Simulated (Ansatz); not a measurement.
Input, command and steps of an Ansatz relaxation.

```yaml
crystal:
  lattice:
    - [3.3484385624, 0.0, 0.0]
    - [0.0, 5.7614890365, 0.0]
    - [0.0, 0.0, 3.9327233051]
  atoms:
    - { symbol: Sn, position: [0.0, 0.2337881461, 0.5261742566] }
    - { symbol: Sn, position: [0.5, 0.7662118539, 0.0261742566] }
    - { symbol: O, position: [0.0, 0.8853566278, 0.7238267434] }
    - { symbol: O, position: [0.5, 0.1146433722, 0.2238267434] }
basis:
  ecutwfc: 420
kpoints:
  mp_grid: { grid: [8, 6, 8] }
hamiltonian:
  xc: pbesol
scf:
  occupations: { method: gaussian, width: 0.02 }
output:
  forces: true
  stress: true
  eigenvalues: true
relax:
  adjacent_minimum: "off"
  f_tol: 0.01
  max_steps: 30
  cell: { stress_tol: 0.1, fix: [volume] }
```

```bash
ansatz run input.yaml --threads 1 --pin off --max-ram 2560MiB --backend cpu --events-out ev --progress --plain --runs-dir out
```

Computed with DFT PBEsol, scalar-relativistic, plane waves, PAW (Ansatz 0.2.0).

The volume is held at 1.03 times that of the relaxed cell.

Of 7 frames 6 are shown, positions in Å and forces in eV/Å; the SCF threshold varies from step to step. Steps run on the plane waves of an earlier cell, with a Pulay correction in the pressure. The basis is chosen afresh for the last frame, the zero of the energies, and at times for earlier ones too; energy and pressure step there, also at an unchanged geometry.

```xyz
4
Lattice="3.3484 0.0000 0.0000 0.0000 5.7615 0.0000 0.0000 0.0000 3.9327" Properties=species:S:1:pos:R:3:forces:R:3 pbc="T T T" step=1 free_energy_over_end_meV_per_atom=3.62 pressure_GPa=-2.47
Sn    0.0000    1.3470    2.0693    0.0000   -0.4003   -0.1276
Sn    1.6742    4.4145    0.1029    0.0000    0.4003   -0.1276
O     0.0000    5.1010    2.8466    0.0000    0.0364    0.1277
O     1.6742    0.6605    0.8802    0.0000   -0.0364    0.1277
4
Lattice="3.3347 0.0000 0.0000 0.0000 5.8080 0.0000 0.0000 0.0000 3.9174" Properties=species:S:1:pos:R:3:forces:R:3 pbc="T T T" step=2 free_energy_over_end_meV_per_atom=1.10 pressure_GPa=-0.24
Sn    0.0000    1.3177    2.0615    0.0000    0.1456    0.0235
Sn    1.6673    4.4903    0.1028    0.0000   -0.1456    0.0235
O     0.0000    5.1399    2.8352    0.0000    0.0920   -0.0234
O     1.6673    0.6681    0.8765    0.0000   -0.0920   -0.0234
4
Lattice="3.3282 0.0000 0.0000 0.0000 5.8075 0.0000 0.0000 0.0000 3.9253" Properties=species:S:1:pos:R:3:forces:R:3 pbc="T T T" step=3 free_energy_over_end_meV_per_atom=0.40 pressure_GPa=-0.71
Sn    0.0000    1.3282    2.0642    0.0000   -0.0079   -0.0264
Sn    1.6641    4.4793    0.1015    0.0000    0.0079   -0.0264
O     0.0000    5.1489    2.8425    0.0000    0.0299    0.0264
O     1.6641    0.6586    0.8798    0.0000   -0.0299    0.0264
4
Lattice="3.3276 0.0000 0.0000 0.0000 5.7933 0.0000 0.0000 0.0000 3.9356" Properties=species:S:1:pos:R:3:forces:R:3 pbc="T T T" step=4 free_energy_over_end_meV_per_atom=0.17 pressure_GPa=-0.57
Sn    0.0000    1.3289    2.0625    0.0000   -0.0061   -0.0167
Sn    1.6638    4.4644    0.0947    0.0000    0.0061   -0.0167
O     0.0000    5.1447    2.8570    0.0000   -0.0017    0.0167
O     1.6638    0.6486    0.8892    0.0000    0.0017    0.0167
4
Lattice="3.3262 0.0000 0.0000 0.0000 5.7705 0.0000 0.0000 0.0000 3.9528" Properties=species:S:1:pos:R:3:forces:R:3 pbc="T T T" step=5 free_energy_over_end_meV_per_atom=0.07 pressure_GPa=-0.47
Sn    0.0000    1.3281    2.0649    0.0000   -0.0018   -0.0039
Sn    1.6631    4.4424    0.0884    0.0000    0.0018   -0.0039
O     0.0000    5.1292    2.8762    0.0000   -0.0090    0.0039
O     1.6631    0.6413    0.8998    0.0000    0.0090    0.0039
4
Lattice="3.3230 0.0000 0.0000 0.0000 5.7575 0.0000 0.0000 0.0000 3.9656" Properties=species:S:1:pos:R:3:forces:R:3 pbc="T T T" step=7 free_energy_over_end_meV_per_atom=0.00 pressure_GPa=-0.42
Sn    0.0000    1.3272    2.0691    0.0000   -0.0002    0.0006
Sn    1.6615    4.4303    0.0863    0.0000    0.0002    0.0006
O     0.0000    5.1183    2.8879    0.0000   -0.0043   -0.0006
O     1.6615    0.6392    0.9051    0.0000    0.0043   -0.0006
```

The run took 120 s on 1 thread of Arm Neoverse V2 (shared host), peak memory 0.41 GiB.

The cell holds layers, and where no dispersion correction was added their binding is poorly described.